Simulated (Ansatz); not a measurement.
Density of states of ZnO

```cif
data_structure
_symmetry_space_group_name_H-M 'P 1'
_symmetry_Int_Tables_number 1
_cell_length_a 3.0264
_cell_length_b 3.0264
_cell_length_c 3.0264
_cell_angle_alpha 60.000
_cell_angle_beta 60.000
_cell_angle_gamma 60.000
_cell_volume 19.60
loop_
_atom_site_label
_atom_site_type_symbol
_atom_site_fract_x
_atom_site_fract_y
_atom_site_fract_z
_atom_site_occupancy
Zn1 Zn 0.00000 0.00000 0.00000 1
O1 O 0.50000 0.50000 0.50000 1
```

The runs use the primitive cell with vectors (0.000, 2.140, 2.140), (2.140, 0.000, 2.140), (2.140, 2.140, 0.000) Å, to which the k mesh refers.

The cell comes from COD entry 1534836, which wasn't checked; take it as a given geometry.

Computed with Ansatz 0.2.0, DFT, PBE, all-electron LAPW, scalar-relativistic.

Sampling and basis: a Γ-centred 10×10×10 k mesh, Fermi–Dirac smearing of 0.03 eV, basis error target 1 meV/atom, no spin polarisation.

States per eV and cell, averaged over 0.4 eV, from -5.9 to 3.9 eV, with energies (bin centres) from the valence-band top; empty bins are left out. The partial columns, the largest 4 alone, are projections on Löwdin-orthogonalised atomic shells (those that the program's projection atoms carry: the occupied ones and, for some elements, an empty d or f shell; other empty shells have no column), summed over atoms of an element. Weights on diffuse s and p shells depend on that basis and aren't pure angular character.

| E (eV) | total | Zn 3d | O 2p | Zn 4s | O 2s |
| --- | --- | --- | --- | --- | --- |
| -5.8 | 4.02 | 2.68 | 1.23 | 0.05 | 0.01 |
| -5.4 | 5.59 | 4.50 | 1.03 | 0.01 | 0.01 |
| -5.0 | 1.97 | 1.79 | 0.17 | 0.00 | 0.00 |
| -4.6 | 8.93 | 8.77 | 0.12 | 0.00 | 0.03 |
| -4.2 | 0.90 | 0.84 | 0.03 | 0.00 | 0.02 |
| -3.8 | 1.91 | 1.20 | 0.54 | 0.13 | 0.02 |
| -3.4 | 2.45 | 1.29 | 0.81 | 0.24 | 0.08 |
| -3.0 | 1.15 | 0.36 | 0.64 | 0.08 | 0.04 |
| -2.6 | 1.06 | 0.25 | 0.72 | 0.03 | 0.02 |
| -2.2 | 1.22 | 0.25 | 0.89 | 0.02 | 0.01 |
| -1.8 | 1.51 | 0.30 | 1.13 | 0.03 | 0.01 |
| -1.4 | 1.72 | 0.30 | 1.36 | 0.02 | 0.01 |
| -1.0 | 1.48 | 0.28 | 1.15 | 0.01 | 0.01 |
| -0.6 | 1.43 | 0.29 | 1.11 | 0.01 | 0.00 |
| -0.2 | 1.02 | 0.21 | 0.79 | 0.00 | 0.00 |
| 1.4 | 0.01 | 0.00 | 0.00 | 0.00 | 0.00 |
| 1.8 | 0.02 | 0.00 | 0.00 | 0.01 | 0.00 |
| 2.2 | 0.03 | 0.00 | 0.01 | 0.01 | 0.01 |
| 2.6 | 0.04 | 0.00 | 0.01 | 0.02 | 0.01 |
| 3.0 | 0.06 | 0.00 | 0.02 | 0.03 | 0.01 |
| 3.4 | 0.08 | 0.00 | 0.02 | 0.04 | 0.01 |
| 3.8 | 0.10 | 0.00 | 0.03 | 0.05 | 0.02 |

Q: Which of the resolved shells contributes most in the top eV of the valence band?

A: O 2p, with 77 % of all states there; Zn 3d follows with 20 %.

Q: Where is the centre of the filled Zn 3d states between -13 eV and the top of the filled states?

A: -4.61 eV from the valence-band top.
